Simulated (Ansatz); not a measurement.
# SiNi3: equation of state with PBEsol

SiNi3:

```
Ni Si
1.0
     3.54200    0.00000    0.00000
     0.00000    3.54200    0.00000
     0.00000    0.00000    3.54200
Ni Si
3 1
Cartesian
  1.7710 1.7710 0.0000
  1.7710 0.0000 1.7710
  0.0000 1.7710 1.7710
  0.0000 0.0000 0.0000
```

```
Program             : Ansatz 0.2.0
Task                : equation of state
Functional          : PBEsol
Potentials or basis : all-electron LAPW, scalar-relativistic
Basis error allowed : 0.001 eV/atom
k mesh              : 8 × 8 × 8
Occupations         : fermi-dirac, width 0.05 eV
Spin                : collinear spin, ferromagnetic start
Starting moments    : [1.0, 1.0, 1.0, 0.0] μB
```

```yaml
Equilibrium_volume: "10.36 Å³/atom (rough: see the caveat)"
Bulk_modulus: 241 GPa (rough)
```

Energy against volume, from the lowest point:
```
volume (Å³/atom)  energy (meV/atom)
          10.443               0.00
          10.665               5.75
          10.887              17.55
          11.109              34.71
          11.331              56.58
          11.554              82.63
          11.776             112.35
```

All runs of the series together: 2.2 min on 4 threads of Arm Neoverse V1, on a shared host.

Caveat: the minimum lies outside the volumes run; the starting moments weren't kept.
